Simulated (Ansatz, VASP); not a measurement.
# One calculation of Ti3Al, two programs

```xyz
4
Lattice="0.0000 3.1770 3.1770 3.1770 0.0000 3.1770 3.1770 3.1770 0.0000" Properties=species:S:1:pos:R:3 pbc="T T T"
Ti    4.7655    4.7655    4.7655
Ti    1.5885    1.5885    1.5885
Ti    0.0000    0.0000    0.0000
Al    3.1770    3.1770    3.1770
```

The cell comes from a database or a generator and needn't be the stable form of this composition.

Alike in both runs: task single point; functional PBEsol; dispersion D4; k mesh 6 × 6 × 6; occupations fermi-dirac, width 0.15 eV; no spin polarisation.

```csv
,VASP,Ansatz
version,VASP 6.6.1,Ansatz 0.2.0
potentials or method,"VASP PAW PBE potentials, release 64 (Ti_sv, Al)","plane waves, PAW"
plane-wave cutoff (eV),520,500
valence electrons in the cell,39,39
```

```tsv
	VASP	Ansatz	Ansatz less VASP
pressure (GPa)	0.0	0.1	+0.09
dispersion energy (meV/atom)	-146.8	-146.9	-0.12
```

Caveats: the PAW data sets were made with another functional, which shifts forces and pressure a little (VASP); pairwise dispersion overbinds metals, which lowers pressure and volume.
